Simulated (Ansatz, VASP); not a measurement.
**CdSe: VASP beside Ansatz**

```
Cd Se
1.0
    -0.01534    3.06778    3.06778
     3.06778   -0.01534    3.06778
     3.05244    3.05244    0.00000
Cd Se
1 1
Direct
  0.99893 0.99893 0.00107
  0.25107 0.25107 0.24893
```

Change from the starting cell: shear_xy strain -1.0%.

Alike in both runs: task single point; functional r2SCAN; k mesh 8 × 8 × 8; no spin polarisation.

```csv
,VASP,Ansatz
version,VASP 6.6.1,Ansatz 0.2.0
potentials or method,"VASP PAW PBE potentials, release 64 (Cd, Se)","plane waves, PAW"
plane-wave cutoff (eV),520,500
occupations,"gaussian, width 0.01 eV",fixed
valence electrons in the cell,18,36
```

Ansatz gave:

```
gap on the k mesh at the Fermi level (eV)       : 1.01
pressure (GPa)                                  : -0.1
largest component of the traceless stress (GPa) : 0.22
```

Estimate VASP's values.

gap on the k mesh at the Fermi level (eV): 1.00; pressure (GPa): 0.2; largest component of the traceless stress (GPa): 0.22.

The two sets of potentials don't hold the same shells in valence.

Caveats: the PAW data sets were made with another functional, which shifts forces and pressure a little (VASP).
